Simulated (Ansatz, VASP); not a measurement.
# LiH in VASP and in Ansatz

Contents of INCAR:

```
SYSTEM = LiH
PREC = Accurate ; ENCUT = 520
EDIFF = 1E-6 ; ISMEAR = 0
SIGMA = 0.02 ; LREAL = .False.
LASPH = .True. ; NELM = 100
ALGO = Normal ; ISIF = 2
LWAVE = .False. ; LCHARG = .False.
GGA = PS ; NBANDS = 12
```

File KPOINTS:

```
Automatic mesh
0
Gamma
  8 8 6
  0 0 0
```

File POSCAR:

```
LiH
1.0
    1.9899771082      1.9899771082      0.0000000000
   -1.9899771082      1.9899771082      0.0000000000
    0.0000000000      0.0000000000      3.9003551320
Li H
2 2
Direct
    0.0000000000      0.0000000000      0.0000000000
    0.5000000000      0.5000000000      0.5000000000
    0.5000000000      0.5000000000      0.0000000000
    0.0000000000      0.0000000000      0.5000000000
```

Input for Ansatz:

```yaml
crystal:
  lattice:
    - [1.9899771082, 1.9899771082, 0.0]
    - [-1.9899771082, 1.9899771082, 0.0]
    - [0.0, 0.0, 3.900355132]
  atoms:
    - { symbol: Li, position: [0.0, 0.0, 0.0] }
    - { symbol: Li, position: [0.5, 0.5, 0.5] }
    - { symbol: H, position: [0.5, 0.5, 0.0] }
    - { symbol: H, position: [0.0, 0.0, 0.5] }
basis:
  ecutwfc: 420
kpoints:
  mp_grid: { grid: [8, 8, 6] }
  band_path: { path: [VBM, CBM], npoints: 2 }
hamiltonian:
  xc: pbesol
scf:
  occupations: { method: gaussian, width: 0.02 }
output:
  forces: true
  stress: true
  eigenvalues: true
checkpoint:
  read: start.run
  write: ck
  compress: false
  write_wavefunctions: false
  write_every: 100000
```

Alike in both runs: task single point; functional PBEsol; k mesh 8 × 8 × 6; occupations gaussian, width 0.02 eV; no spin polarisation.

|  | VASP | Ansatz |
| --- | --- | --- |
| version | VASP 6.6.1 | Ansatz 0.2.0 |
| potentials or method | VASP PAW PBE potentials, release 64 (Li_sv, H) | scalar-relativistic, plane waves, PAW |
| plane-wave cutoff (eV) | 520 | 420 |
| valence electrons in the cell | 8 | 8 |

|  | VASP | Ansatz | Ansatz less VASP |
| --- | --- | --- | --- |
| gap on the k mesh at the Fermi level (eV) | 2.51 | 2.51 | 0.000 |
| least direct gap on the mesh (eV) | 2.67 | 2.67 | +0.001 |

 A k mesh can miss the band edges. Expect the measured gap to be larger: semilocal functionals such as PBEsol lack the derivative discontinuity.
